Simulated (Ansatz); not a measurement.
# BN (P1) in Ansatz: further runs

One crystal, BN, is run at these levels: LDA; tasks: single point, equation of state.

Program: Ansatz 0.2.0. These are calculated values, not measurements. Logs are shortened: lines on timing, memory, paths and dates and some standing lists are left out, and cuts for length are marked.

## 1. Starting point

The typed cell holds 2 atoms: a = 2.508 Å, b = 2.508 Å, c = 3.274 Å, α = 101.11°, β = 101.11°, γ = 119.81°.

The cell comes from a database or a generator and needn't be the stable form of this composition.

## 2. Single point, LDA, 7.75 Å³/atom (volume scaled by 0.94)

File input.yaml:

```yaml
crystal:
  lattice:
    - [2.4568420491, 0.0, 0.0]
    - [-1.2212605467, 2.1318056974, 0.0]
    - [-0.6177907512, -1.0659028487, 2.960838197]
  atoms:
    - { symbol: "N", position: [0.668506, 0.332385, 0.984999] }
    - { symbol: B, position: [0.979643, 0.983499, 0.001806] }
kpoints:
  mp_grid: { grid: [13, 13, 9] }
scf:
  occupations: { method: fermi_dirac, width: 0.05 }
hamiltonian:
  xc: lda
  pseudopotentials: { kind: all_electron, lapw: { basis_error: 0.001 } }
output:
  forces: true
  stress: true
  eigenvalues: true
```

Potentials or basis: all-electron LAPW, scalar-relativistic.

Run with:

```
$ ansatz run input.yaml --threads 1 --pin off --max-ram 3072MiB --backend cpu --events-out ev --progress --plain --runs-dir out
```

Standard output:

```text
Warning: RAYON_NUM_THREADS=1 ignored (pool sized by the plan → 1); use --threads N
LAPW: plane waves up to 12.403 Å⁻¹, error target 1.0e-3 eV per atom; small_component_spin mean_spin; B in spheres of 0.652 Å, 5 of its electrons in bands, Dirac shells []; N in spheres of 0.719 Å, 7 of its electrons in bands, Dirac shells [] (how accurate: hamiltonian.pseudopotentials.lapw.basis_error, Limitations)
Engine: ansatz 0.2.0, aarch64-unknown-linux-gnu
Pseudopotentials: kind: all_electron
Pseudopotential: N, LAPW, valence charge 7, lapw/all_electron/scalar/gaussian/N, Koelling and Harmon's equation, gaussian nucleus
Pseudopotential: B, LAPW, valence charge 5, lapw/all_electron/scalar/gaussian/B, Koelling and Harmon's equation, gaussian nucleus
Functional definition: SPW92
  exchange = slater_x
  correlation = pw_c
Crystal: 2 atoms, lattice volume = 15.507 Å³
Basis set: ecut = 586.094149085668 eV, 511 PW (Γ), exchange–correlation at level 2
Bands: 10, of which v1, the nominal top of the filled ones, is band 6 counted from 1 (5 counted from 0)
Symmetry: 1 space group operations
Space group: P1 (ITA 1), of the structure as read, at distance tolerance 2.5e-5 Å
k-points: 761 of 1521 (time reversal used)
Non-local potential: N, projectors of the file, none
Non-local potential: B, projectors of the file, none
Initial density: superposition of atomic densities (chi_scale 0.1, normalization cell, long waves kept (reshape's long-wave potential 0.00 eV rms))
Initial wavefunctions: plane waves of lowest kinetic energy (no species holds an atomic orbital)
Functional: x = slater, c = lda
iter 1 solved again at ethr=3.91e-2 eV; its pass at ethr=1.00e-1 eV (dr2=4.69e0 eV) is discarded
SCF iter   1: F=—  HF=-2154.707253 eV  |F-HF|=—  |Δ(HF+E_count)|=         —  Δρ=1.79e-1  dr2=4.69e0  ethr=3.91e-2  ⟨swp⟩=2.0  Hψ=54084  notcnv=0
preconditioner: auto → none  [insulator: Δε(μ)=4.853 eV  Ē_g=20.719 eV  σ=0.050 eV  W_gap=1.00  n_scr=2 (ndim 8)  ℏωp=26.7 eV  f_vac=0.000  D(μ)=0.00/eV (n_scr^D=0)  ε∞_Penn≈2.7]
iter 2 solved again at ethr=3.39e-3 eV; its pass at ethr=3.91e-2 eV (dr2=4.07e-1 eV) is discarded
SCF iter   2: F=—  HF=-2152.876255 eV  |F-HF|=—  |Δ(HF+E_count)|=    1.83e0  Δρ=6.70e-2  dr2=4.07e-1  ethr=3.39e-3  ⟨swp⟩=2.0  Hψ=42023  notcnv=0
SCF iter   3: F=—  HF=-2152.686480 eV  |F-HF|=—  |Δ(HF+E_count)|=   1.90e-1  Δρ=2.47e-2  dr2=6.11e-2  ethr=3.39e-3  ⟨swp⟩=3.0  Hψ=21776  notcnv=0
SCF iter   4: F=—  HF=-2152.664611 eV  |F-HF|=—  |Δ(HF+E_count)|=         —  Δρ=5.72e-3  dr2=2.51e-3  ethr=5.09e-4  ⟨swp⟩=3.0  Hψ=21469  notcnv=0
the basis was enlarged: its passes take 13.3 KiB over the memory plan, 1 of 1 planned eigensolver slots
SCF iter   5: F=—  HF=-2152.663958 eV  |F-HF|=—  |Δ(HF+E_count)|=   6.53e-4  Δρ=6.41e-4  dr2=2.86e-5  ethr=2.09e-5  ⟨swp⟩=2.9  Hψ=18197  notcnv=0
SCF iter   6: F=—  HF=-2152.663954 eV  |F-HF|=—  |Δ(HF+E_count)|=   4.10e-6  Δρ=6.22e-5  dr2=2.07e-7  ethr=2.38e-7  ⟨swp⟩=2.9  Hψ=18244  notcnv=0
SCF iter   7: F=-2152.663954 eV  HF=-2152.663954 eV  |F-HF|=8.43e-10  |Δ(HF+E_count)|=   3.27e-8  Δρ=9.13e-6  dr2=4.45e-9  ethr=1.72e-9  ⟨swp⟩=2.6  Hψ=17339  notcnv=0
SCF 1 converged in 7 iterations: F = -2152.663954 eV  dr2 = 4.45e-9
SCF converged after 7 iterations
Free energy (F): -2152.663954 eV
Harris-Foulkes:  -2152.663954 eV  (|F-HF|=8.43e-10)
Internal energy: -2152.663954 eV  (E = F + TS)
E sigma→0 (E₀):  -2152.663954 eV
Fermi energy:    8.133286 eV
--- Per-component energies (eV) ---
  E_band       = -1061.565634
  E_kinetic    = 2144.781473
  E_xc         = -283.570794
  E_electrostatic = -4013.874633  (all electrons and nuclei)
  E_smearing   = -0.000000  (= −TS)
  E_closure    = 0.000000  (closes the sum)
  E_atoms      = -2133.513677  (free atoms, spherical and without spin; not in F)
  Σ components = -2152.663954   (vs F -2152.663954, Δ=0.00e0)
  Basis errors (estimates in eV, not in F): energy 5.9e-4 per atom: plane waves 5.6e-4 (3.6e-4 summed), levels above the bands 3.0e-129, relativity 1.6e-8, radial functions 2.7e-5, core shells 0.0e0; eigenvalues (radial functions only) 5.5e-6; not estimated: angular momenta, meshes, grids; target (lapw.basis_error) 1.0e-3; muffin-tin radii B 0.652 Å, N 0.719 Å
--- Forces (eV/Å), atoms counted from 1 ---
  atom   1  N     -1.90948341    -2.38954169     0.56685371
  atom   2  B      1.90948139     2.38954179    -0.56685215
  max |Σ_I F_I| component: 2.03e-6 eV/Å
--- Stress (GPa, compression-positive) ---
       10.149495      -7.371895       0.662930
       -7.371895      27.546367       1.408955
        0.662930       1.408955       5.123506
  P = ⅓ Tr σ = 14.2731 GPa (142.731 kbar)
--- Band table (eV; the first three rows and the last of 761) ---
  k-point 0: bands = ["-364.4168", "-162.8521", "-11.7858", "2.7081", "4.2701", "5.9463", "12.1865", "17.2706", "19.4439", "20.1933"]
  k-point 1: bands = ["-364.4168", "-162.8520", "-11.7144", "2.1539", "4.2677", "5.9414", "12.9761", "17.2407", "19.4398", "20.2223"]
  k-point 2: bands = ["-364.4168", "-162.8520", "-11.5241", "0.9791", "4.2612", "5.9269", "14.7678", "17.1675", "19.4338", "20.2884"]
  k-point 760: bands = ["-364.4168", "-162.8519", "-8.5089", "-1.9291", "1.4997", "5.3074", "12.2643", "16.4543", "19.2762", "24.1521"]
```

It took 3.6 min on 1 thread of Arm Neoverse N1, shared host; peak memory 1 GiB.

What came out:

```
Free energy            : -2152.6640 eV
Pressure               : 14.3 GPa
Largest force          : 3.111 eV/Å
Band gap on the k mesh : 2.60 eV, indirect (least direct gap 4.54 eV)
```

Caveat: an odd mesh through Γ misses points on the zone boundary, where band edges often lie; forces of over 1 eV/Å show positions far from the minimum, so gaps and moduli don't describe the material at rest.

## 3. Single point, LDA, 7.92 Å³/atom (volume scaled by 0.96)

Edit input.yaml of step 2 so:

```diff
@@ -2,5 +2,5 @@
   lattice:
-    - [2.4568420491, 0.0, 0.0]
-    - [-1.2212605467, 2.1318056974, 0.0]
-    - [-0.6177907512, -1.0659028487, 2.960838197]
+    - [2.4741443238, 0.0, 0.0]
+    - [-1.2298612564, 2.1468189082, 0.0]
+    - [-0.6221415337, -1.0734094541, 2.9816898573]
   atoms:
```

Potentials or basis: all-electron LAPW, scalar-relativistic.

Run with:

```
$ ansatz run input.yaml --threads 1 --pin off --max-ram 3072MiB --backend cpu --events-out ev --progress --plain --runs-dir out
```

Wall time 3.6 min (1 thread of Arm Neoverse N1, shared host); peak memory 1 GiB.

Results (log left out):

- Free energy: -2152.6864 eV
- Pressure: 7.7 GPa
- Largest force: 2.969 eV/Å
- Band gap on the k mesh: 2.62 eV, indirect (least direct gap 4.49 eV)

Caveat: an odd mesh through Γ misses points on the zone boundary, where band edges often lie; forces of over 1 eV/Å show positions far from the minimum, so gaps and moduli don't describe the material at rest.

## 4. Single point, LDA, 8.08 Å³/atom (volume scaled by 0.98)

Edit input.yaml of step 3 so:

```diff
@@ -2,5 +2,5 @@
   lattice:
-    - [2.4741443238, 0.0, 0.0]
-    - [-1.2298612564, 2.1468189082, 0.0]
-    - [-0.6221415337, -1.0734094541, 2.9816898573]
+    - [2.4912079273, 0.0, 0.0]
+    - [-1.2383433262, 2.1616250238, 0.0]
+    - [-0.6264323005, -1.0808125118, 3.0022538854]
   atoms:
```

Run with:

```
$ ansatz run input.yaml --threads 1 --pin off --max-ram 3072MiB --backend cpu --events-out ev --progress --plain --runs-dir out
```

Run time: 3.7 min. Hardware: 1 thread of Arm Neoverse N1, shared host; peak memory 1 GiB.

It converged, with:

* Free energy: -2152.6960 eV
* Pressure: 1.7 GPa
* Largest force: 2.835 eV/Å
* Band gap on the k mesh: 2.63 eV, indirect (least direct gap 4.45 eV)

Caveat: an odd mesh through Γ misses points on the zone boundary, where band edges often lie; forces of over 1 eV/Å show positions far from the minimum, so gaps and moduli don't describe the material at rest.

## 5. Single point, LDA, 8.25 Å³/atom

Edit input.yaml of step 4 so:

```diff
@@ -2,5 +2,5 @@
   lattice:
-    - [2.4912079273, 0.0, 0.0]
-    - [-1.2383433262, 2.1616250238, 0.0]
-    - [-0.6264323005, -1.0808125118, 3.0022538854]
+    - [2.5080409239, 0.0, 0.0]
+    - [-1.2467107647, 2.1762310413, 0.0]
+    - [-0.6306650796, -1.0881155206, 3.02254]
   atoms:
```

Run with:

```
$ ansatz run input.yaml --threads 1 --pin off --max-ram 3072MiB --backend cpu --events-out ev --progress --plain --runs-dir out
```

Wall time 3.6 min (1 thread of Arm Neoverse N1, shared host); peak memory 1 GiB.

Results (log left out):

```yaml
Free_energy: -2152.6937 eV
Pressure: -3.8 GPa
Largest_force: 2.709 eV/Å
Band_gap_on_the_k_mesh: 2.64 eV, indirect (least direct gap 4.40 eV)
```

Caveat: an odd mesh through Γ misses points on the zone boundary, where band edges often lie; forces of over 1 eV/Å show positions far from the minimum, so gaps and moduli don't describe the material at rest.

## 6. Single point, LDA, 8.41 Å³/atom (volume scaled by 1.02)

Edit input.yaml of step 5 so:

```diff
@@ -2,5 +2,5 @@
   lattice:
-    - [2.5080409239, 0.0, 0.0]
-    - [-1.2467107647, 2.1762310413, 0.0]
-    - [-0.6306650796, -1.0881155206, 3.02254]
+    - [2.5246509505, 0.0, 0.0]
+    - [-1.254967368, 2.1906435874, 0.0]
+    - [-0.6348417913, -1.0953217937, 3.0425574046]
   atoms:
```

Potentials or basis: all-electron LAPW, scalar-relativistic.

Run with:

```
$ ansatz run input.yaml --threads 1 --pin off --max-ram 3072MiB --backend cpu --events-out ev --progress --plain --runs-dir out
```

Wall time 3.6 min (1 thread of Arm Neoverse N1, shared host); peak memory 1 GiB.

The run converged. Its results:

| Quantity | Value |
| --- | --- |
| Free energy | -2152.6806 eV |
| Pressure | -8.8 GPa |
| Largest force | 2.589 eV/Å |
| Band gap on the k mesh | 2.65 eV, indirect (least direct gap 4.35 eV) |

Caveat: an odd mesh through Γ misses points on the zone boundary, where band edges often lie; forces of over 1 eV/Å show positions far from the minimum, so gaps and moduli don't describe the material at rest.

## 7. Single point, LDA, 8.58 Å³/atom (volume scaled by 1.04)

Edit input.yaml of step 6 so:

```diff
@@ -2,5 +2,5 @@
   lattice:
-    - [2.5246509505, 0.0, 0.0]
-    - [-1.254967368, 2.1906435874, 0.0]
-    - [-0.6348417913, -1.0953217937, 3.0425574046]
+    - [2.5410452472, 0.0, 0.0]
+    - [-1.2631167351, 2.2048689444, 0.0]
+    - [-0.6389642561, -1.1024344721, 3.0623148244]
   atoms:
```

Run with:

```
$ ansatz run input.yaml --threads 1 --pin off --max-ram 3072MiB --backend cpu --events-out ev --progress --plain --runs-dir out
```

It took 3.7 min on 1 thread of Arm Neoverse N1, shared host; peak memory 1 GiB.

It converged, with:

```yaml
Free_energy: -2152.6577 eV
Pressure: -13.4 GPa
Largest_force: 2.475 eV/Å
Band_gap_on_the_k_mesh: 2.66 eV, indirect (least direct gap 4.31 eV)
```

Caveat: an odd mesh through Γ misses points on the zone boundary, where band edges often lie; forces of over 1 eV/Å show positions far from the minimum, so gaps and moduli don't describe the material at rest.

## 8. Single point, LDA, 8.74 Å³/atom (volume scaled by 1.06)

Edit input.yaml of step 7 so:

```diff
@@ -2,5 +2,5 @@
   lattice:
-    - [2.5410452472, 0.0, 0.0]
-    - [-1.2631167351, 2.2048689444, 0.0]
-    - [-0.6389642561, -1.1024344721, 3.0623148244]
+    - [2.5572306852, 0.0, 0.0]
+    - [-1.2711622815, 2.2189130743, 0.0]
+    - [-0.6430342018, -1.1094565371, 3.0818205403]
   atoms:
```

Run with:

```
$ ansatz run input.yaml --threads 1 --pin off --max-ram 3072MiB --backend cpu --events-out ev --progress --plain --runs-dir out
```

Wall time 3.6 min (1 thread of Arm Neoverse N1, shared host); peak memory 1 GiB.

It converged, with:

```
Free energy            : -2152.6258 eV
Pressure               : -17.5 GPa
Largest force          : 2.368 eV/Å
Band gap on the k mesh : 2.67 eV, indirect (least direct gap 4.27 eV)
```

Caveat: an odd mesh through Γ misses points on the zone boundary, where band edges often lie; forces of over 1 eV/Å show positions far from the minimum, so gaps and moduli don't describe the material at rest.

## 9. Equation of state, LDA

Potentials or basis: all-electron LAPW, scalar-relativistic.

No new run: the results of the series are fitted here.

What came out:

```
Equilibrium volume                        : 8.13 Å³/atom
Bulk modulus at fixed shape and positions : 275 GPa
Pressure derivative of the bulk modulus   : 3.6
```

Energy against volume, from the lowest point:
```csv
volume (Å³/atom),energy (meV/atom)
7.754,16.00
7.919,4.76
8.084,0.00
8.249,1.15
8.414,7.69
8.579,19.14
8.744,35.06
```

Caveat: the cell was scaled at fixed shape and fractional positions, which overstates the stiffness of a crystal with free parameters, most of all of layers and chains.
